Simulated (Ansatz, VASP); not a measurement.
**Li in VASP and in Ansatz**

```
Li
1.0
    -1.71966    1.71966    1.71966
     1.71966   -1.71966    1.71966
     1.71966    1.71966   -1.71966
Li
1
Direct
  0.00000 0.00000 0.00000
```

Alike in both runs: task relaxation of cell and atoms; functional PBE; k mesh 18 × 18 × 18; occupations gaussian, width 0.1 eV; no spin polarisation.

```csv
,VASP,Ansatz
version,VASP 6.6.1,Ansatz 0.2.0
potentials or method,"VASP PAW PBE potentials, release 64 (Li_sv)","scalar-relativistic, plane waves, PAW"
plane-wave cutoff (eV),600,420
valence electrons in the cell,3,3
```

VASP gave:

```
gap on the k mesh at the Fermi level, each at its own relaxed structure (eV) : none
relaxed volume (Å³/atom)                                                     : 20.08
relaxed cell length with the largest relative difference (Å)                 : 2.966
```

Q: Estimate Ansatz's values.

A: gap on the k mesh at the Fermi level, each at its own relaxed structure (eV): none; relaxed volume (Å³/atom): 20.25; relaxed cell length with the largest relative difference (Å): 2.974.

A gap of «none» marks a metal or a gap that the smearing closes.

Caveats: the cutoff is under 1.25 times the usual one of these potentials, so pressure, stress and relaxed cells hold a basis-set (Pulay) error (VASP).
